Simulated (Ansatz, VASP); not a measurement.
## One calculation of TaN, two programs

The input INCAR:

```
ALGO     = Normal         # electronic algorithm
EDIFF    = 1E-7           # SCF threshold, eV
ENCUT    = 520            # plane-wave cutoff, eV
GGA      = PS             # functional
ISIF     = 2              # what is computed and relaxed
ISMEAR   = -1             # smearing method
LASPH    = True           # aspherical terms in the spheres
LCHARG   = False          # write CHGCAR
LREAL    = False          # projectors in reciprocal space
LWAVE    = False          # write WAVECAR
NBANDS   = 15             # bands
NELM     = 80             # most SCF steps
PREC     = Accurate       # precision mode
SIGMA    = 0.05           # smearing width, eV
```

The input KPOINTS:

```
k-points
0
Gamma
  10 10 9
```

The input POSCAR:

```
TaN
1.0
    2.9380000000      0.0000000000      0.0000000000
   -1.4690000000      2.5443826363      0.0000000000
    0.0000000000      0.0000000000      2.8830000000
Ta N
1 1
Direct
    0.0114440000      0.0083290000      0.4832640000
    0.6525550000      0.3388060000      0.0058730000
```

Contents of input.yaml:

```yaml
crystal:
  lattice:
    - [2.938, 0.0, 0.0]
    - [-1.469, 2.5443826363, 0.0]
    - [0.0, 0.0, 2.883]
  atoms:
    - { symbol: Ta, position: [0.011444, 0.008329, 0.483264] }
    - { symbol: "N", position: [0.652555, 0.338806, 0.005873] }
hamiltonian:
  xc: pbesol
  pseudopotentials: { kind: paw }
kpoints:
  mp_grid: { grid: [10, 10, 9] }
scf:
  occupations: { method: fermi_dirac, width: 0.05 }
output:
  forces: true
  stress: true
  eigenvalues: true
```

Change from the starting cell: atoms moved at random, drawn with an rms of 0.05 Å.

Alike in both runs: task single point; functional PBEsol; k mesh 10 × 10 × 9; occupations fermi-dirac, width 0.05 eV; no spin polarisation.

```csv
,VASP,Ansatz
version,VASP 6.6.1,Ansatz 0.2.0
potentials or method,"VASP PAW PBE potentials, release 64 (Ta_pv, N)",Ansatz PAW
plane-wave cutoff (eV),520,420
valence electrons in the cell,16,18
```

Ansatz gave:

* gap on the k mesh at the Fermi level (eV): none
* pressure (GPa): -3.3
* largest component of the traceless stress (GPa): 1.71
* rms of the force components (eV/Å): 0.762

Q: Estimate VASP's values.

A: gap on the k mesh at the Fermi level (eV): none; pressure (GPa): -2.5; largest component of the traceless stress (GPa): 1.72; rms of the force components (eV/Å): 0.768.

Atom by atom the forces differ by 0.006 eV/Å (rms over components). A gap of «none» marks a metal or a gap that the smearing closes. The functional is the same, so the differences come from potentials, cutoffs and numerics. The two sets of potentials don't hold the same shells in valence.

Caveats: the PAW data sets were made with another functional, which shifts forces and pressure a little (VASP); the pressure holds a Pulay correction of +0.5 GPa for the finite cutoff (Ansatz); the PAW data sets come from PBE, with cores solved anew for the run's functional, which leaves a small shift of forces and pressure (Ansatz). Spin-orbit coupling is left out, which matters for the levels of Ta.
